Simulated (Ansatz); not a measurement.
**What spin–orbit coupling does to the bands of KI**

```
K I
1.0
     0.00000    3.52455    3.52455
     3.52455    0.00000    3.52455
     3.52455    3.52455    0.00000
K I
1 1
Direct
  0.00000 0.00000 0.00000
  0.50000 0.50000 0.50000
```

Atom numbers follow the list: K1, I2.

The cell is COD entry 9009735, as deposited and not checked against the literature; nothing was relaxed.

All numbers are computed: DFT, PBE, all-electron LAPW, scalar-relativistic (Ansatz 0.2.0); DFT, PBE, all-electron LAPW, Dirac equation with spin-orbit coupling (Ansatz 0.2.0).

Numerical set-up: a Γ-centred 8×8×8 k mesh, Fermi–Dirac smearing of 0.01 eV, basis error target 1 meV/atom, no spin polarisation.

Levels between -8 and 5 eV, each run counted from its own valence-band top. Scalar levels are listed once for both spins; with the coupling every spinor state is counted. Levels near the edges of the range can cross them.

(1) At Γ (0.000, 0.000, 0.000) the scalar-relativistic levels are 0.00 (×3), 3.98. What are they with spin–orbit coupling?

(2) At K (0.375, 0.375, 0.750) the scalar-relativistic levels are -0.86, -0.76, -0.39. What are they with spin–orbit coupling?

(3) At L (0.500, 0.500, 0.500) the scalar-relativistic levels are -1.33, -0.34 (×2). What are they with spin–orbit coupling?

(4) Without the coupling the gap is 3.98 eV, direct at Γ. And with it?

## Answers

(1) -1.02 (×2), 0.00 (×4), 3.66 (×2).

(2) -1.62 (×2), -0.88 (×2), -0.54 (×2).

(3) -1.85 (×2), -0.83 (×2), -0.37 (×2).

(4) 3.66 eV, direct at Γ.
